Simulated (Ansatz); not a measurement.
**In2GaP3: from a guess to a relaxed structure**

Aim: relax a trial structure of In2GaP3 and see where it ends.

Method: DFT PBE, scalar-relativistic, plane waves, PAW, in Ansatz 0.2.0.

### Step 1. Starting point

Symmetry: I4/mmm, No. 139, tetragonal system. Conventional cell: a = 3.939 Å, b = 3.939 Å, c = 16.712 Å, α = 90.00°, β = 90.00°, γ = 90.00°. In (site symmetry 4mm) has 6 P at 2.79 Å as nearest neighbours. Ga (site symmetry 4/mmm) is surrounded by 6 P at 2.79 Å. P (site symmetry 4mm) is surrounded by 5 In at 2.79 Å and 1 Ga at 2.79 Å. P (site symmetry 4/mmm) is surrounded by 4 Ga at 2.79 Å and 2 In at 2.79 Å.

As a file:

```
CELL_PARAMETERS angstrom
-1.96959 1.96959 8.35625
1.96959 -1.96959 8.35625
1.96959 1.96959 -8.35625
ATOMIC_POSITIONS crystal
In 0.66667 0.66667 0.00000
In 0.33333 0.33333 0.00000
Ga 0.00000 0.00000 0.00000
P 0.16667 0.16667 0.00000
P 0.83333 0.83333 0.00000
P 0.50000 0.50000 0.00000
```

The start is an ordering of an alloy on its end members' structure types: elements ordered on the sites of the InP type, Ga/In on In (I4/mmm, No. 139).

### Step 2. A first look at the guess

Input file input.yaml:

```yaml
crystal:
  lattice:
    - [-1.96958612, 1.96958612, 8.35624623]
    - [1.96958612, -1.96958612, 8.35624623]
    - [1.96958612, 1.96958612, -8.35624623]
  atoms:
    - { symbol: In, position: [0.66666667, 0.66666667, 0.0] }
    - { symbol: In, position: [0.33333333, 0.33333333, 0.0] }
    - { symbol: Ga, position: [0.0, 0.0, 0.0] }
    - { symbol: P, position: [0.16666667, 0.16666667, 0.0] }
    - { symbol: P, position: [0.83333333, 0.83333333, 0.0] }
    - { symbol: P, position: [0.5, 0.5, 0.0] }
basis:
  ecutwfc: 420
kpoints:
  mp_grid: { grid: [6, 6, 6] }
hamiltonian:
  xc: pbe
scf:
  occupations: { method: gaussian, width: 0.1 }
  lower_state_search: "off"
output:
  forces: true
  stress: true
  eigenvalues: true
```

Started as:

```console
ansatz run input.yaml --threads 1 --pin off --max-ram 2560MiB --backend cpu --events-out ev --progress --plain --runs-dir out
```

Further runs follow: a loose first relaxation; full relaxation.

**Question.** What will these runs give? Wanted: conventional cell; volume; energy over the elements, black P; gap on the mesh.

As calculated:

| quantity | value |
| --- | --- |
| symmetry at the end (tolerance 0.05 Å) | space group I4/mmm (No. 139) |
| conventional cell | a = 3.845 Å, b = 3.845 Å, c = 16.237 Å, α = 90.00°, β = 90.00°, γ = 90.00° |
| volume | 20.00 Å³/atom |
| energy over the elements, black P | +0.03 eV/atom |
| gap on the mesh | none (metal) |

The space group I4/mmm (No. 139) is kept, and the volume per atom shrinks by 7.4 % from the first guess. The formation energy of this structure is too near zero to say whether it is bound against the elements. No finished test with a distortion of lower symmetry is shown, so the end may be a saddle point.
